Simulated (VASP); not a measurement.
Computed with PBE GGA, VASP's PBE PAW potentials (set 64) (plane waves; VASP 6.6.1).

The input files of a VASP run:

KPOINTS:
```
Automatic mesh
0
Gamma
14 14 8
0 0 0
```

INCAR:
```
ALGO=Normal
EDIFF=1E-6
ENCUT=400
GGA=PE
ISIF=2
ISMEAR=-1
LASPH=.TRUE.
LCHARG=.FALSE.
LMAXMIX=4
LREAL=.FALSE.
LWAVE=.FALSE.
NELM=100
PREC=Accurate
SIGMA=0.8
SYSTEM=InN
```

**POSCAR**
```
InN
11.593530
  0.3096888523   0.0000000000   0.0000000000
 -0.1548443830   0.2681983831   0.0000000000
  0.0000000000   0.0000000000   0.5000000000
In N
2 2
Cart
  0.1548445954   0.0893993716   0.2502400000
 -0.0000001261   0.1787990114   0.0002400000
  0.1548445954   0.0893993716   0.4397600000
 -0.0000001261   0.1787990114   0.1897600000
```

POTCAR, in this order: In_d N (PBE.64 set). Program: vasp_std.

The run wrote:

### OUTCAR
```
 ion  position               nearest neighbor table
   1  0.667  0.333  0.500-   4 2.19   4 2.19   4 2.19   3 2.20   2 3.56   2 3.56   2 3.56   2 3.56
                             2 3.56   2 3.56
   2  0.333  0.667  0.000-   3 2.19   3 2.19   3 2.19   4 2.20   1 3.56   1 3.56   1 3.56   1 3.56
                             1 3.56   1 3.56
   3  0.667  0.333  0.880-   2 2.19   2 2.19   2 2.19   1 2.20
   4  0.333  0.667  0.380-   1 2.19   1 2.19   1 2.19   2 2.20
  LATTYP: Found a hexagonal cell.
 ALAT       =     3.5903870000
 C/A-ratio  =     1.6145237268
 Subroutine PRICEL returns:
 Original cell was already a primitive cell.
 Subroutine GETGRP returns: Found 12 space group operations
The static configuration has the point symmetry C_3v.
 The point group associated with its full space group is C_6v.
The dynamic configuration has the point symmetry C_3v.
 Subroutine INISYM returns: Found 12 space group operations
 Subroutine IBZKPT returns following result:
 Found    120 irreducible k-points:

 Following reciprocal coordinates:
            Coordinates               Weight
  0.000000  0.000000  0.000000      1.000000
  0.071429  0.000000  0.000000      6.000000
  0.142857  0.000000  0.000000      6.000000
  0.214286 -0.000000  0.000000      6.000000
  0.285714  0.000000  0.000000      6.000000
  0.357143  0.000000  0.000000      6.000000
  0.428571 -0.000000  0.000000      6.000000
  0.500000  0.000000  0.000000      3.000000
  0.071429  0.071429  0.000000      6.000000
  0.142857  0.071429  0.000000     12.000000
  0.214286  0.071429  0.000000     12.000000
  0.285714  0.071429  0.000000     12.000000
  0.357143  0.071429  0.000000     12.000000
  0.428571  0.071429  0.000000     12.000000
  0.142857  0.142857  0.000000      6.000000
  0.214286  0.142857  0.000000     12.000000
  0.285714  0.142857  0.000000     12.000000
  0.357143  0.142857  0.000000     12.000000
  0.428571  0.142857  0.000000      6.000000
  0.214286  0.214286  0.000000      6.000000
  0.285714  0.214286  0.000000     12.000000
  0.357143  0.214286  0.000000     12.000000
  0.285714  0.285714  0.000000      6.000000
  0.357143  0.285714  0.000000      6.000000
  0.000000  0.000000  0.125000      2.000000
  0.071429  0.000000  0.125000     12.000000
  0.142857  0.000000  0.125000     12.000000
  0.214286 -0.000000  0.125000     12.000000
  0.285714  0.000000  0.125000     12.000000
  0.357143  0.000000  0.125000     12.000000
  0.428571 -0.000000  0.125000     12.000000
  0.500000  0.000000  0.125000      6.000000
  0.071429  0.071429  0.125000     12.000000
  0.142857  0.071429  0.125000     24.000000
  0.214286  0.071429  0.125000     24.000000
  0.285714  0.071429  0.125000     24.000000
  0.357143  0.071429  0.125000     24.000000
  0.428571  0.071429  0.125000     24.000000
  0.142857  0.142857  0.125000     12.000000
  0.214286  0.142857  0.125000     24.000000
   k-points           NKPTS =    120   k-points in BZ     NKDIM =    120   number of bands    NBANDS=     22
   number of dos      NEDOS =    301   number of ions     NIONS =      4
   total plane-waves  NPLWV =  23040
   dimension x,y,z NGX =    24 NGY =   24 NGZ =   40
   dimension x,y,z NGXF=    48 NGYF=   48 NGZF=   80
   ions per type =               2   2
   PREC   = accura    normal or accurate (medium, high low for compatibility)
   ISTART =      0    job   : 0-new  1-cont  2-samecut
   ICHARG =      2    charge: 1-file 2-atom 10-const
   ISPIN  =      1    spin polarized calculation?
   LNONCOLLINEAR =      F non collinear calculations
   LSORBIT =      F    spin-orbit coupling
   INIWAV =      1    electr: 0-lowe 1-rand  2-diag
...
```

OSZICAR:
```
       N       E                     dE             d eps       ncg     rms          rms(c)
DAV:   1     0.318195189437E+03    0.31820E+03   -0.15837E+04  5280   0.190E+03
DAV:   2     0.143860638680E+02   -0.30381E+03   -0.29639E+03  5604   0.438E+02
DAV:   3    -0.250032023519E+02   -0.39389E+02   -0.38621E+02  7258   0.171E+02
DAV:   4    -0.260853430285E+02   -0.10821E+01   -0.10786E+01  6280   0.312E+01
DAV:   5    -0.261208553449E+02   -0.35512E-01   -0.35479E-01  7118   0.501E+00    0.135E+01
DAV:   6    -0.219179959439E+02    0.42029E+01   -0.19672E+01  9210   0.569E+01    0.108E+01
DAV:   7    -0.219915463780E+02   -0.73550E-01   -0.20022E+00  5844   0.119E+01    0.326E+00
DAV:   8    -0.219633500269E+02    0.28196E-01   -0.23922E-01  8566   0.472E+00    0.171E+00
DAV:   9    -0.219540734973E+02    0.92765E-02   -0.55120E-02  8914   0.324E+00    0.464E-01
DAV:  10    -0.219514694821E+02    0.26040E-02   -0.12563E-02  8412   0.151E+00    0.130E-01
DAV:  11    -0.219520752921E+02   -0.60581E-03   -0.38011E-03  8010   0.454E-01    0.183E-01
DAV:  12    -0.219519129906E+02    0.16230E-03   -0.41729E-04  8190   0.268E-01    0.516E-02
DAV:  13    -0.219518794267E+02    0.33564E-04   -0.20078E-04  8476   0.106E-01    0.211E-02
DAV:  14    -0.219518826868E+02   -0.32601E-05   -0.12425E-05  6642   0.384E-02    0.739E-03
DAV:  15    -0.219518818806E+02    0.80624E-06   -0.14573E-06  4586   0.191E-02
   1 F= -.21951882E+02 E0= -.21103279E+02  d E =-.169721E+01
```

OUTCAR:
```
------------------------ aborting loop because EDIFF is reached ----------------------------------------
  FORCE on cell =-STRESS in cart. coord.  units (eV):
  Direction    XX          YY          ZZ          XY          YZ          ZX
  --------------------------------------------------------------------------------------
  Total        0.1626813      0.1626813      0.3228303      0.0000000      0.0000000     -0.0000000
  in kB        4.0276294      4.0276285      7.9925634      0.0000006      0.0000000     -0.0000000
  external PRESSURE =       5.3492738 kB  Pullay stress =       0.0000000 kB
  volume of cell :       64.71
      direct lattice vectors                 reciprocal lattice vectors
     3.590387000  0.000000000  0.000000000     0.278521508  0.160804441  0.000000000
    -1.795193000  3.109366000  0.000000000     0.000000000  0.321608971  0.000000000
     0.000000000  0.000000000  5.796765000     0.000000000  0.000000000  0.172510012
 POSITION                                       TOTAL-FORCE (eV/Angst)
 -----------------------------------------------------------------------------------
      1.79520      1.03645      2.90116        -0.000000     -0.000000      0.018250
     -0.00000      2.07291      0.00278        -0.000000      0.000000      0.018250
      1.79520      1.03645      5.09837        -0.000000      0.000000     -0.018250
     -0.00000      2.07291      2.19999         0.000000     -0.000000     -0.018250
 -----------------------------------------------------------------------------------
    total drift:                               -0.001351      0.000779      0.000716
  FREE ENERGIE OF THE ION-ELECTRON SYSTEM (eV)
  ---------------------------------------------------
  free  energy   TOTEN  =       -21.9518818806 eV

  energy  without entropy=      -20.2546761493  energy(sigma->0) =      -21.10327901
```
(Selected blocks of OUTCAR.)

At this cut-off the stress carries a Pulay error, which pulls relaxed volumes low.

The structure comes from a computed database's InN entry; how it stands against other phases isn't given here. The cell was not relaxed at this level. The run is one of a series of settings (SIGMA = 0.8 against the base run), some of them coarse on purpose.
